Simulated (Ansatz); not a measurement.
GeO2 in space group P3_221 (No. 154; Ge on 3a, O on 6c), DFT-PBE in the program Ansatz with PAW potentials. The conduction-band minimum lies at Γ, with 1 equivalent valley. Second derivatives d²E/dk² of the lowest band at one valley (eV·Å²), along Cartesian directions:

```csv
direction,d²E/dk²
[100],17.24
[010],17.24
[001],19.61
[110],17.25
[101],18.42
[011],18.42
```

Task: Find the principal effective masses, the density-of-states mass and the conductivity mass.

Result: Off-diagonal terms follow from H_xy = H[110] − (H_xx + H_yy)/2, and m*/mₑ = 7.620 eV·Å² over each eigenvalue: 0.39, 0.44, 0.44. One valley's DOS mass (m₁m₂m₃)^(1/3) = 0.42, conductivity mass 3/(Σ 1/mᵢ) = 0.42 mₑ.

Task: What effective density of states Nc follows at 300 K for parabolic valleys?

Result: Nc = 2.509e19 × 1 × (0.42)^(3/2) ≈ 6.8e18 cm⁻³.

Task: With the computed static dielectric constant 6.37 (mean of the diagonal), estimate a hydrogenic donor's binding energy and radius.

Result: E = 13.606 eV × 0.42/6.37² ≈ 140 meV; a = 0.529 Å × ε/m* ≈ 8.0 Å. Semilocal masses tend to be too small when the gap is underestimated.

The cell was relaxed with PBE under the symmetry of its start. Spin–orbit coupling is left out wherever it is not named.

Potentials: the later of the program's two PAW sets.
